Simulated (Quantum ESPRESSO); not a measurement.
# NaI: zone-centre phonons and dielectric response under several settings

```
CELL_PARAMETERS angstrom
0.00000 3.23640 3.23640
3.23640 0.00000 3.23640
3.23640 3.23640 0.00000
ATOMIC_POSITIONS crystal
I 0.50000 0.50000 0.50000
Na 0.00000 0.00000 0.00000
```

All runs used Quantum ESPRESSO 7.5; k mesh 4 × 4 × 4, shifted; relaxed cell; no spin polarisation; occupations smeared at first, fixed for the response.

```tsv
level	potentials	cutoff (eV)	volume (Å³/atom)	pressure (GPa)	lowest optical mode without the field (cm⁻¹)	highest mode with the field (cm⁻¹)	ε∞ (mean)	ε0 (mean)	Born charge of atom 1 (e)	sum of the Born charges (e)
PBEsol	GBRV 1.5 PBEsol	612	32.87	0.0	118	172	3.48	7.4	-1.19	0.00
PBE	JTH 2.0 PBE	490	34.35	0.0	109	168	3.36	7.9	-1.21	0.02
LDA	JTH 2.0 LDA	490	?	-0.2	?	?	?	?	?	?
```

**Question.** What stands in the row left open?

**Answer.** Volume 30.70 Å³/atom; lowest optical mode without the field 132 cm⁻¹; highest mode with the field 183 cm⁻¹; ε∞ 3.64; ε0 7.0; Born charge of atom 1 -1.17 e; sum of the Born charges 0.04 e.

Caveats: the cutoff is low for these files, which shifts pressure and relaxed volume (some runs).

For the row left open. Caveat: the cutoff is low for these files, which shifts pressure and relaxed volume.
